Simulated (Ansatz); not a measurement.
**A plane-wave run on InAgSe$_{2}$**

input.yaml (Ansatz 0.2.0)

```yaml
crystal:
  lattice:
    - [0.0, 6.148503, 0.0]
    - [6.148503, 0.0, 0.0]
    - [3.074251, 3.074251, -6.027567]
  atoms:
    - { symbol: Se, position: [0.375, 0.375, 0.75] }
    - { symbol: Se, position: [0.625, 0.125, 0.25] }
    - { symbol: Se, position: [0.875, 0.875, 0.75] }
    - { symbol: Se, position: [0.125, 0.625, 0.25] }
    - { symbol: In, position: [0.5, 0.5, 0.0] }
    - { symbol: In, position: [0.25, 0.75, 0.5] }
    - { symbol: Ag, position: [0.0, 0.0, 0.0] }
    - { symbol: Ag, position: [0.75, 0.25, 0.5] }
  symmetry: { tolerance: 0.0003 }
kpoints:
  mp_grid: { grid: [2, 2, 2], shift: [0, 0, 0] }
magnetization:
  spin_polarized: false
scf:
  occupations: { method: fermi_dirac }
hamiltonian:
  pseudopotentials: { kind: paw }
  xc: hse06
basis:
  ecutwfc: 420
  fft_grid_basis: typed
output:
  forces: true
  stress: true
  eigenvalues: true
  bader: true
  populations: true
  elf: true
  write_potential: true
  volumetric_format: npy
  dos:
    e_range: [-12, 8]
    de: 0.05
    projected: { site_lists: { Ag: [Ag], In: [In], Se: [Se] } }
    method: { smearing: { sigma: 0.1, scheme: gaussian } }
```

Output (shortened):

```
Free energy (F): -48277.2179 eV
Frozen-core exchange: fock
Harris-Foulkes:  -48277.2179 eV  (|F-HF|=3.86e-10)
Internal energy: -48277.2121 eV  (E = F + TS)
E sigma→0 (E₀):  -48277.2150 eV
Entropy (-TS):   -0.0057 eV (-0.718 meV/atom)
Fermi energy:    7.0561 eV
--- Per-component energies (eV) ---
  E_band       = -2834.4445
  E_kinetic    = 2014.2016
  E_local      = -20021.0340  (includes V_loc(G=0)·N_el)
  E_nonlocal   = -1481.7126
  E_hartree    = 9315.8477
  E_xc         = -967.8337
  E_vxc        = -840.0216  (∫ρ·V_xc dr)
  E_exx        = -498.0908  (= α·E_x^exact, valence–valence)
  E_paw        = -23531.2926  (= ΣΔE_a)
  E_vpaw       = -141.3904  (= ΣTr[D̂ρ^β])
  E_aug_tail   = -0.0017  (compensation charges beyond the density's cutoff)
  E_ewald      = -13102.8768
  E_core_change = -4.4192  (= ΣΔE_core)
  E_smearing   = -0.0057  (= −TS)
--- Forces (eV/Å), atoms counted from 1 ---
  atom   1  Se     0.5005     0.0000     0.0000
  atom   2  Se     0.0000    -0.5005     0.0000
  atom   3  Se    -0.5005     0.0000     0.0000
  atom   4  Se     0.0000     0.5005     0.0000
  atom   5  In     0.0000     0.0000     0.0000
  atom   6  In     0.0000     0.0000     0.0000
  atom   7  Ag     0.0000     0.0000     0.0000
  atom   8  Ag     0.0000     0.0000     0.0000
--- Stress (GPa, compression-positive) ---
       -0.6559       0.0000       0.0000
        0.0000      -0.6559       0.0000
        0.0000       0.0000      -0.8043
  P = ⅓ Tr σ = -0.7054 GPa (-7.054 kbar)
--- Löwdin populations: 8 sites ---
  site symbol       q [e]
     0     Se     16.4443
     1     Se     16.4443
     2     Se     16.4443
     3     Se     16.4443
     4     In     12.4989
     5     In     12.4989
     6     Ag     18.4366
     7     Ag     18.4366
  spilling = 0.0027 (of n_electrons = 128.0000)
--- Bader charges: 8 sites ---
  site symbol  charge [e]  shift [e]
     0     Se     -0.7428     0.0024
     1     Se     -0.7428     0.0024
     2     Se     -0.7428     0.0024
     3     Se     -0.7428     0.0024
     4     In      1.1628     0.0025
     5     In      1.1628     0.0025
     6     Ag      0.3228     0.0023
     7     Ag      0.3228     0.0023
```

Total energies depend on the potentials used, so only differences within one code and one set of settings carry meaning.

Origin: a known structure type with other elements, at an estimated volume, so it need not be a known compound. Caveats: the exchange threshold is loose for a stress; the SCF threshold is loose for a stress; hybrid functional on a coarse k mesh.
